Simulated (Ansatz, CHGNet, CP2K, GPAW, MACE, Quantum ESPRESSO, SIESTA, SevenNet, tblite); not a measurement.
# Running ScB2(011) slab (81 atoms) with tblite

Wanted: tblite inputs and outputs for ScB2(011) slab (81 atoms), checked against a plane-wave reference.

Program: tblite 0.8.0. Level of theory: the method is named at each step. Results are calculated unless marked as measured.

## Step 1: Set-up

The cell holds 81 atoms: 27 Sc and 54 B. Cell: a = 9.450 Å, b = 14.171 Å, c = 19.031 Å, α = 90.0°, β = 90.0°, γ = 70.5°. It derives from ScB2 (P6/mmm (measured, COD)). P6/mmm (COD entry) ScB2 (cell 3.15, 3.15, 3.52, 90, 90, 120), (011) slab of 3 repeat layers, 3 x 3 surface cells, 14 Å of vacuum; atoms within 1.94 Å of the bottom held; every coordinate displaced by a Gaussian of 0.09 Å. Then every atom was moved at random, 0.05 Å r.m.s. a Cartesian component. Vacuum lies along c.

The yardstick, on the same geometry:

```
method                 : Kohn-Sham DFT, PBE, SSSP efficiency 1.3.0 pseudopotentials, plane waves (Quantum ESPRESSO 7.5); sssp-pbe-1.3.0-efficiency, cutoffs 60/480 Ry, Γ point
r.m.s. force component : 1.457 eV/Å
longest force          : 4.955 eV/Å
time                   : 6.4 min on 4 MPI ranks of Arm Neoverse V2, shared host
CPU time               : 26 min
```

## Step 2: IPEA1-xTB

Method: IPEA1-xTB tight binding, diagonalisation.

The input, run.py:

```python
import numpy as np
from ase.io import read
from tblite.ase import TBLite

atoms = read("structure.xyz")
atoms.calc = TBLite(method="IPEA1-xTB", electronic_temperature=580, accuracy=1.0, max_iterations=250, mixer_damping=0.1, verbosity=1)
energy = atoms.get_potential_energy()
forces = atoms.get_forces()
print(f"energy {energy:.6f} eV")
print("forces (eV/A)")
for i, (a, f) in enumerate(zip(atoms, forces)):
    print(f"{i:4d} {a.symbol:2s} {f[0]:10.5f} {f[1]:10.5f} {f[2]:10.5f}")
print("charges (e)")
print(np.array2string(atoms.get_charges(), precision=4, suppress_small=True, max_line_width=110, threshold=100000))
```

The input, structure.xyz:

```xyz
81
Lattice="9.45000 0.00000 0.00000 4.72500 13.36003 0.00000 0.00000 0.00000 19.03125" Properties=species:S:1:pos:R:3 pbc="T T T"
Sc 10.83740 4.48109 7.31352
B 9.44660 2.26453 7.73811
B 1.41263 1.81736 7.01701
Sc 1.50203 1.70327 9.52438
B 1.47434 4.05624 10.00549
B 9.24125 3.50060 9.22254
Sc 9.16900 3.20414 11.67358
B 1.26975 1.39733 11.88977
B 9.47533 0.69312 11.42617
Sc 4.47552 4.27174 7.26213
B 2.93352 2.61416 7.62582
B 4.67217 1.90167 6.99360
Sc 4.41655 1.64702 9.65950
B 4.45048 3.95831 9.76779
B 3.05207 3.60908 9.14356
Sc 2.97840 3.39786 11.67929
B 4.58183 1.39452 12.17048
B 3.02976 0.62178 11.26802
Sc 12.57082 8.97380 7.50402
B 10.99782 6.77888 7.73354
B 2.96154 6.47801 6.94165
Sc 3.05471 6.14241 9.44407
B 12.38645 8.45677 9.88997
B 10.88470 8.02911 9.14927
Sc 10.95723 7.55977 11.60297
B 2.97840 5.79785 12.06258
B 10.75481 5.14668 11.24633
Sc 7.79899 4.39919 7.38964
B 5.98615 2.39826 7.81290
B 7.77097 1.78877 7.03281
Sc 7.81420 1.59198 9.67796
B 7.64292 3.96272 9.88883
B 6.16282 3.42097 9.31637
Sc 6.34421 3.19238 11.59479
B 7.77366 1.26252 12.11529
B 6.03883 0.56139 11.55654
Sc 6.22911 8.88215 7.24158
B 4.69159 6.80466 7.67055
B 6.22717 6.25757 7.02424
Sc 6.17491 5.95483 9.57158
B 6.22849 8.57260 9.65798
B 4.81643 7.96057 9.02253
Sc 4.67203 7.74441 11.71716
B 6.02924 5.67734 11.99406
B 4.51691 5.29191 11.27811
Sc 14.05806 13.34627 7.26575
B 12.47712 11.17967 7.70100
B 4.57526 10.84474 6.84497
Sc 4.80632 10.30072 9.47909
B 13.95581 13.11167 9.88921
B 12.49186 12.55335 9.14870
Sc 12.52753 12.26143 11.71411
B 4.50652 10.37754 11.99996
B 12.23071 9.58141 11.16145
Sc 9.26908 8.94254 7.45397
B 7.67042 6.84047 7.71603
[... 21 atom lines left out ...]
B 9.37005 12.49537 9.03356
Sc 9.32276 12.19089 11.52989
B 10.79625 10.17527 12.20569
B 9.55163 9.66745 11.34681
```

The run is started by

```bash
$ OMP_NUM_THREADS=1 python run.py > output.txt
```

Log:

```text
------------------------------------------------------------
  cycle        total energy    energy error   density error
------------------------------------------------------------
      1     -101.3366772107  -1.0260940E+02   1.0580533E+00
      2     -105.2078041435  -3.8711269E+00   9.2493265E-01
      3     -105.6091316470  -4.0132750E-01   4.7539534E-01
      4     -104.5582518612   1.0508798E+00   2.6546535E-01
      5     -107.8789971592  -3.3207453E+00   2.1908930E-01
      6     -108.4321104472  -5.5311329E-01   1.5853642E-01
      7     -108.7058649947  -2.7375455E-01   9.4347053E-02
      8     -108.7650581957  -5.9193201E-02   1.9788588E-02
      9     -108.7716139562  -6.5557605E-03   1.2923378E-02
     10     -108.7742029160  -2.5889598E-03   1.0975375E-02
     11     -108.7748864153  -6.8349935E-04   8.1150199E-03
     12     -108.7752306728  -3.4425745E-04   4.3063187E-03
     13     -108.7756206009  -3.8992808E-04   1.2798897E-03
     14     -108.7756510123  -3.0411448E-05   8.2100743E-04
     15     -108.7756559847  -4.9723719E-06   6.2885932E-04
     16     -108.7756551782   8.0651954E-07   3.6952317E-04
     17     -108.7756565009  -1.3227671E-06   1.4134454E-04
     18     -108.7756568402  -3.3922812E-07   9.8085357E-05
     19     -108.7756568656  -2.5429699E-08   7.0550007E-05
     20     -108.7756569176  -5.2036896E-08   2.4410032E-05
     21     -108.7756569269  -9.2682058E-09   1.6249487E-05
------------------------------------------------------------
 total:                                   3.253 sec
energy -2959.936391 eV
forces (eV/A)
   0 Sc   -0.23734   -0.28098   -2.34095
   1 B    -4.21768    2.74861    1.40691
   2 B     2.78298   -0.43180   -1.14395
   3 Sc   -0.64261   -1.01973   -0.09450
   4 B    -1.63518   -0.71199   -2.95008
   5 B     1.82567   -0.01836   -1.29777
   6 Sc    2.13776    0.07636    3.55906
   7 B     8.55159    3.13195    2.88067
   8 B    -8.14249   -2.99485   -2.21077
   9 Sc    1.28929    2.46896   -2.75148
  10 B     0.56957   -1.76731   -0.78693
  11 B    -3.65665   -1.48115   -0.82279
  12 Sc    2.18011   -1.57230   -1.17379
  13 B     5.40997    3.33490    3.44713
  14 B    -4.97644   -0.84917   -2.01602
  15 Sc    0.51953   -1.92361    3.76158
  16 B    -1.03624   -0.25174   -0.97158
  17 B    -0.72895    1.37933    1.65082
  18 Sc   -0.62505   -2.06036   -3.92587
  19 B    -3.44287    2.38999    0.92980
  20 B     3.23640   -1.45157   -0.96052
  21 Sc    0.48276   -1.15416    0.63494
  22 B     2.43956    0.30045   -0.32300
  23 B     0.50667   -1.22184   -1.91462
[...]
73 B     2.90676    1.70389    1.11883
  74 B     2.06468   -1.34898   -0.95920
  75 Sc    0.56168    1.64613    0.81801
  76 B    -4.33842    0.27616    2.53587
  77 B     0.57958    0.25558    1.09237
  78 Sc   -0.35479   -1.81549    3.15052
  79 B     3.44909    1.68080    1.08577
  80 B    -4.85987   -1.75809   -1.86853
charges (e)
[ 0.2839 -0.0962 -0.0727 -0.0163 -0.1058 -0.1123  0.2088 -0.0584 -0.0964  0.3022 -0.0931 -0.0631  0.0091
 -0.1051 -0.1164  0.3252 -0.0377 -0.0922  0.1756 -0.096  -0.0527 -0.016  -0.1228 -0.1061  0.1527 -0.0509
 -0.0917  0.2906 -0.0917 -0.0358 -0.0541 -0.1189 -0.1167  0.1988 -0.0435 -0.0819  0.3463 -0.0892 -0.0625
  0.0077 -0.1118 -0.1194  0.313  -0.0523 -0.098   0.2594 -0.0903 -0.0456  0.0038 -0.1083 -0.1122  0.2378
 -0.0384 -0.0616  0.2199 -0.097  -0.0573 -0.0327 -0.1217 -0.1138  0.2924 -0.0534 -0.0895  0.2969 -0.1049
 -0.0621 -0.0079 -0.1159 -0.1077  0.31   -0.0094 -0.0946  0.2823 -0.1019 -0.0588 -0.0299 -0.1003 -0.121
  0.1925 -0.0287 -0.0663]
```

The job ended after 3.8 s (1 thread of Arm Neoverse V2, shared host; peak memory 0.15 GiB).

Banners, paths, timers and routine set-up lines are dropped from the logs unmarked, and long logs keep their key lines alone; longer cuts are marked.

Against the reference:

- r.m.s. force component: 2.11 eV/Å
- r.m.s. difference of force components: 1265 meV/Å
- longest difference of force vectors: 5641 meV/Å
- force difference over r.m.s. force: 86.8 %
- slope of forces against the reference's: 1.171
- correlation of force components: 0.8091

Length of the force difference by element (eV/Å):

| element | atoms | mean | most |
| --- | --- | --- | --- |
| B | 54 | 2.1 | 5.6 |
| Sc | 27 | 1.6 | 2.8 |

Local excerpt of 10 atoms (numbers count through the whole input) about Sc19, picked at random; x, y, z are measured from there.

| atom | x | y | z | distance (Å) | bonds | Mulliken charge (e) | Fx | Fy | Fz (eV/Å) |
| --- | --- | --- | --- | --- | --- | --- | --- | --- | --- |
| Sc19 | 0.00 | 0.00 | 0.00 | 0.00 | 9 | 0.18 | -0.63 | -2.06 | -3.93 |
| B47 | -0.09 | 2.21 | 0.20 | 2.22 | 8 | -0.09 | -0.30 | 3.30 | 0.79 |
| B23 | -0.18 | -0.52 | 2.39 | 2.45 | 8 | -0.12 | 2.44 | 0.30 | -0.32 |
| B48 | 1.45 | 1.87 | -0.66 | 2.46 | 6 | -0.05 | 0.99 | -0.59 | 0.94 |
| B42 | 1.70 | -1.01 | 1.52 | 2.49 | 8 | -0.12 | -3.96 | -1.02 | -0.25 |
| B24 | -1.69 | -0.94 | 1.65 | 2.54 | 9 | -0.11 | 0.51 | -1.22 | -1.91 |
| B21 | -0.16 | -2.50 | -0.56 | 2.56 | 6 | -0.05 | 3.24 | -1.45 | -0.96 |
| B75 | -1.79 | 1.82 | -0.43 | 2.59 | 6 | -0.06 | 2.06 | -1.35 | -0.96 |
| B38 | 1.57 | -2.17 | 0.17 | 2.68 | 8 | -0.09 | -1.41 | 0.37 | -0.62 |
| B20 | -1.57 | -2.19 | 0.23 | 2.71 | 8 | -0.10 | -3.44 | 2.39 | 0.93 |

Atoms are counted from 1 here, from 0 in the log.

Forces lie 87 % from the reference's, at 0.0024 times its CPU time (on 1 against 4 cores).

Further runs of this program without a result: tblite GFN2-xTB (not converged).

## Step 3: Outcome

* force difference from the reference: tblite IPEA1-xTB, 87 %
* its CPU time: 3.8 s

**Reading.** Tight binding differs by 87 % (tblite IPEA1-xTB); it is another model, with fitted parameters of its own, and the xTB methods hold dispersion. IPEA1-xTB was fitted to ionisation energies and electron affinities, not to forces or charges. One electronic-structure run takes under half the reference's CPU time: tblite IPEA1-xTB, at 87 % in 3.8 s against 26 min, too far off to be of use. Periodic xTB results under one method name differ between programs and library versions. The electron count is odd in QE PBE, sssp-1.3.0-efficiency, 60/480 Ry, and they have no spin polarisation, so the unpaired electron is spread evenly over both spins. The published positions, changed by the recipe (random displacements or longer bonds to H), lie far from the minimum at this level of theory. The electronic-structure runs sample only Γ, in a cell whose shortest periodic width is 9 Å, which is coarse for a cell with partly filled levels.

[Also dropped from logs without a mark: logging warnings of Python, and SIESTA's first energy breakdown and zero terms.]

[Logs are printed without paths, hosts, clocks, repeated set-up lines and the standing remarks that a program may print on its own settings, such as how far it seeks lower states.]

[Hosts, paths, dates, database ids (printed as entryN), source tags and the programs' standing remarks are cut or masked in the printed files.]
